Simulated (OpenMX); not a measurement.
# Ru (P6_3/mmc) in OpenMX: notebook, part 2 of 2

OpenMX 3.8.5. The steps go on from the part before.

### Step 5. Single point, PBE

This run uses another cell than the first one, of 13.03 Å³/atom, 1.091 times its volume.

Ru.dat reads:

```
System.CurrrentDirectory             ./
System.Name                          Ru
DATA.PATH                            ./DFT_DATA13
level.of.stdout                      1
level.of.fileout                     1
Species.Number                       1
<Definition.of.Atomic.Species
  Ru  Ru7.0-s3p2d2           Ru_PBE13
Definition.of.Atomic.Species>

Atoms.Number                         2
Atoms.SpeciesAndCoordinates.Unit     FRAC
<Atoms.SpeciesAndCoordinates
    1  Ru    0.6666666667    0.3333333333    0.7500000000   7.000  7.000
    2  Ru    0.3333333333    0.6666666667    0.2500000000   7.000  7.000
Atoms.SpeciesAndCoordinates>

Atoms.UnitVectors.Unit               Ang
<Atoms.UnitVectors
     2.6692306523    0.0000000000    0.0000000000
    -1.3346153261    2.3116215535    0.0000000000
     0.0000000000    0.0000000000    4.2240293924
Atoms.UnitVectors>

scf.XcType                           GGA-PBE
scf.SpinPolarization                 off
scf.ElectronicTemperature            580.226
scf.energycutoff                     400.0
scf.maxIter                          100
scf.EigenvalueSolver                 band
scf.Kgrid                            9 9 5
scf.Mixing.Type                      rmm-diisk
scf.Init.Mixing.Weight               0.05
scf.Min.Mixing.Weight                0.001
scf.Max.Mixing.Weight                0.3
scf.Mixing.History                   25
scf.Mixing.StartPulay                8
scf.criterion                        1.0e-8
scf.stress.tensor                    on
MD.Type                              nomd
```

Potentials or basis: OpenMX 2013 PBE set, Ru7.0-s3p2d2, grid cutoff 400 Ry.

Launch:

```
openmx Ru.dat -nt 1 > Ru.std
```

Ru.out:

```text
Required cutoff energy (Ryd) for 3D-grids = 400.0000
      Used cutoff energy (Ryd) for 3D-grids = 405.4942, 405.4942, 387.2471
  Num. of grids of a-, b-, and c-axes = 28, 28, 50

  Num.Grid1.    28
  Num.Grid2.    28
  Num.Grid3.    50

  Cell_Volume =    175.883977145216 (Bohr^3)
  GridVol     =      0.004486836152 (Bohr^3)
  Cell vectors (bohr) of the grid cell (gtv)
    gtv_a =  0.180146947613,  0.000000000000,  0.000000000000
    gtv_b = -0.090073473803,  0.156011833050,  0.000000000000
    gtv_c =  0.000000000000,  0.000000000000,  0.159645162387
    |gtv_a| =  0.180146947613
    |gtv_b| =  0.180146947614
    |gtv_c| =  0.159645162387

***********************************************************

***********************************************************
                  SCF history at MD= 1
***********************************************************

   SCF=   1  NormRD=  1.000000000000  Uele= -25.363619273024
   SCF=   2  NormRD=  1.353714612395  Uele= -25.463219961814
   SCF=   3  NormRD=  1.318657963829  Uele= -25.491547279401
   SCF=   4  NormRD=  0.738910242054  Uele= -25.960948792711
   SCF=   5  NormRD=  0.424371835752  Uele= -26.214076095959
[... 202 lines left out ...]
            multiple
  s           0    0.269561555  0.269561555   0.539123110   0.000000000
   sum over m      0.269561555  0.269561555   0.539123110   0.000000000
  s           1   -0.001782425 -0.001782425  -0.003564850   0.000000000
   sum over m     -0.001782425 -0.001782425  -0.003564850   0.000000000
  s           2    0.001298102  0.001298102   0.002596204   0.000000000
   sum over m      0.001298102  0.001298102   0.002596204   0.000000000
   sum over m+mul  0.269077232  0.269077232   0.538154463   0.000000000
  px          0    0.996785764  0.996785764   1.993571528   0.000000000
  py          0    0.996781729  0.996781729   1.993563458   0.000000000
  pz          0    0.997501987  0.997501987   1.995003974   0.000000000
   sum over m      2.991069480  2.991069480   5.982138961   0.000000000
  px          1    0.117843433  0.117843433   0.235686866   0.000000000
  py          1    0.117992115  0.117992115   0.235984230   0.000000000
  pz          1    0.114947185  0.114947185   0.229894370   0.000000000
   sum over m      0.350782733  0.350782733   0.701565466   0.000000000
   sum over m+mul  3.341852213  3.341852213   6.683704427   0.000000000
  d3z^2-r^2   0    0.670544837  0.670544837   1.341089675   0.000000000
  dx^2-y^2    0    0.680396778  0.680396778   1.360793557   0.000000000
  dxy         0    0.680910868  0.680910868   1.361821735   0.000000000
  dxz         0    0.689563402  0.689563402   1.379126803   0.000000000
  dyz         0    0.689476599  0.689476599   1.378953198   0.000000000
   sum over m      3.410892484  3.410892484   6.821784968   0.000000000
  d3z^2-r^2   1   -0.005638290 -0.005638290  -0.011276579   0.000000000
  dx^2-y^2    1   -0.005690696 -0.005690696  -0.011381392   0.000000000
  dxy         1   -0.005605198 -0.005605198  -0.011210396   0.000000000
  dxz         1   -0.002425020 -0.002425020  -0.004850041   0.000000000
  dyz         1   -0.002462725 -0.002462725  -0.004925451   0.000000000
   sum over m     -0.021821929 -0.021821929  -0.043643858   0.000000000
   sum over m+mul  3.389070555  3.389070555   6.778141110   0.000000000

***********************************************************
       xyz-coordinates (Ang) and forces (Hartree/Bohr)
***********************************************************

<coordinates.forces
  2
    1    Ru     1.33462   0.77054   3.16802   0.000027740715  0.000267988854 -0.000000010669
    2    Ru    -0.00000   1.54108   1.05601  -0.000027740715 -0.000267988854  0.000000010669
coordinates.forces>

***********************************************************
       Fractional coordinates of the final structure
***********************************************************

     1     Ru     0.66666666670000   0.33333333330000   0.75000000000000
     2     Ru     0.33333333330000   0.66666666670000   0.25000000000000
```

It took 2.2 min on 1 thread of Arm Neoverse V1, shared host; peak memory 0.67 GiB.

Results:

```
Free energy            : -3860.4890 eV
Pressure               : 29.4 GPa
Largest force          : 0.014 eV/Å
Band gap on the k mesh : none (metal or under the smearing width)
```

Forces in eV/Å, atoms in the order of the input:
```
Ru   0.001  0.014  0.000
Ru  -0.001 -0.014  0.000
```

Levels at points of the mesh, in eV from the Fermi level:
```tsv
k point	band 10	band 11	band 12	band 13	band 14	band 15	band 16	band 17	band 18	band 19
(0.00, 0.00, 0.00)	-2.92	-2.69	-2.18	-2.17	-1.60	-1.60	1.10	1.10	1.29	10.84
```

Caveat: the basis of atomic orbitals isn't converged, which shifts pressures, moduli and gaps.

### Step 6. Single point, PBE

This run uses another cell than the first one, of 13.57 Å³/atom, 1.136 times its volume.

Ru.dat, as its differences from that of step 5:

```diff
@@ -19,5 +19,5 @@
 <Atoms.UnitVectors
-     2.6692306523    0.0000000000    0.0000000000
-    -1.3346153261    2.3116215535    0.0000000000
-     0.0000000000    0.0000000000    4.2240293924
+     2.7058000000    0.0000000000    0.0000000000
+    -1.3529000000    2.3432915376    0.0000000000
+     0.0000000000    0.0000000000    4.2819000000
 Atoms.UnitVectors>
```

Potentials or basis: OpenMX 2013 PBE set, Ru7.0-s3p2d2, grid cutoff 400 Ry.

Launch:

```
openmx Ru.dat -nt 1 > Ru.std
```

Wall time 1.8 min (1 thread of Arm Neoverse V1, shared host); peak memory 0.65 GiB.

The run converged. Its results:

```yaml
Free_energy: -3860.6272 eV
Pressure: 12.2 GPa
Largest_force: 0.012 eV/Å
Band_gap_on_the_k_mesh: none (metal or under the smearing width)
```

Forces on the atoms (eV/Å):
```
Ru   0.001  0.012  0.000
Ru  -0.001 -0.012  0.000
```

Levels at points of the mesh, in eV from the Fermi level:
```csv
k point,band 10,band 11,band 12,band 13,band 14,band 15,band 16,band 17,band 18,band 19
"(0.00, 0.00, 0.00)",-2.73,-2.52,-2.04,-2.03,-1.50,-1.50,1.04,1.04,1.25,10.33
```

Caveat: the basis of atomic orbitals isn't converged, which shifts pressures, moduli and gaps.

### Step 7. Summary

```tsv
potentials or basis	cell	gap on the mesh (eV)	pressure (GPa)	largest force (eV/Å)
OpenMX 2013 PBE set, Ru7.0-s3p2d1, grid cutoff 560 Ry	atom 1 moved by [-0.0267, 0.0, -0.0423] A	none	-	0.77
OpenMX 2013 PBE set, Ru7.0-s3p2d2, grid cutoff 400 Ry	P6_3/mmc, 11.95 Å³/atom	none	78.2	0.02
OpenMX 2013 PBE set, Ru7.0-s3p2d2, grid cutoff 400 Ry	P6_3/mmc, 12.49 Å³/atom	none	51.0	0.02
OpenMX 2013 PBE set, Ru7.0-s3p2d2, grid cutoff 400 Ry	P6_3/mmc, 13.03 Å³/atom	none	29.4	0.01
OpenMX 2013 PBE set, Ru7.0-s3p2d2, grid cutoff 400 Ry	P6_3/mmc, 13.57 Å³/atom	none	12.2	0.01
```

Alike in all rows: task single point; level PBE; no spin polarisation; k mesh 9 × 9 × 5; smearing fermi-dirac 0.05 eV.

Caveats: the basis of atomic orbitals isn't converged, which shifts pressures, moduli and gaps; the cell as given lies far from equilibrium (some runs).

Absolute energies hang on the potentials; compare differences alone.
